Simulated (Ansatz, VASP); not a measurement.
**Na in VASP and in Ansatz**

The input INCAR:

```
SYSTEM = Na
ALGO = Fast ; EDIFF = 1E-7
ENCUT = 520 ; GGA = PE
ISIF = 2 ; ISMEAR = 0
LASPH = .TRUE. ; LCHARG = .FALSE.
LREAL = .FALSE. ; LWAVE = .FALSE.
NBANDS = 10 ; NELM = 100
PREC = Accurate ; SIGMA = 0.1
```

The input KPOINTS:

```
k-points
0
G
  12 12 12
  0 0 0
```

POSCAR

```
Na
1.0
   -2.1375950750      2.1375950750      2.0105450750
    2.1375950750     -2.1375950750      2.0105450750
    2.1375950750      2.1375950750     -2.0105450750
Na
1
Direct
    0.0000000000      0.0000000000      0.0000000000
```

Input for Ansatz:

```yaml
crystal:
  lattice:
    - [-2.137595075, 2.137595075, 2.010545075]
    - [2.137595075, -2.137595075, 2.010545075]
    - [2.137595075, 2.137595075, -2.010545075]
  atoms:
    - { symbol: Na, position: [0.0, 0.0, 0.0] }
basis:
  ecutwfc: 420
kpoints:
  mp_grid: { grid: [12, 12, 12] }
hamiltonian:
  xc: pbe
scf:
  occupations: { method: gaussian, width: 0.1 }
output:
  forces: true
  stress: true
  eigenvalues: true
```

Alike in both runs: task single point; functional PBE; k mesh 12 × 12 × 12; occupations gaussian, width 0.1 eV; no spin polarisation.

|  | VASP | Ansatz |
| --- | --- | --- |
| version | VASP 6.6.1 | Ansatz 0.2.0 |
| potentials or method | VASP PAW PBE potentials, release 64 (Na_pv) | scalar-relativistic, plane waves, PAW |
| plane-wave cutoff (eV) | 520 | 420 |
| valence electrons in the cell | 7 | 9 |

```tsv
	VASP	Ansatz	Ansatz less VASP
gap on the k mesh at the Fermi level (eV)	none	none	-
pressure (GPa)	0.0	0.0	+0.01
largest component of the traceless stress (GPa)	0.05	0.05	+0.001
```

A gap of «none» marks a metal or a gap that the smearing closes. The two sets of potentials don't hold the same shells in valence.
